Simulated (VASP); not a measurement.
Here is the system:

```yaml
crystal:
  lattice:
    - [0.00000, 2.42175, 2.42175]
    - [2.42175, 0.00000, 2.42175]
    - [2.42175, 2.42175, 0.00000]
  atoms:
    - { symbol: In, position: [0.00000, 0.00000, 0.00000] }
    - { symbol: N, position: [0.25000, 0.25000, 0.25000] }
```

Method: PBE GGA, VASP's PBE PAW potentials (set 64) (plane waves; VASP). Run with PREC = Normal, 500 eV cut-off, 4×4×4 Γ-centred mesh, Gaussian smearing of 0.010 eV, potentials In_d_GW N_GW_new.

### Question
Give the stress tensor in GPa (positive for a compressed cell).

### Answer

```
20.25   0.00   0.00
 0.00  20.25   0.00
 0.00   0.00  20.25
```
The pressure is its mean diagonal, 20.25 GPa.

The compound is InN in the zinc blende structure, a metastable form; wurtzite is the usual one. This cell is one point of a volume scan, at 0.92 of the reference volume. The k-mesh is coarse (spacing up to 0.56 per Å, 2π included), so the numbers may not be converged in it.
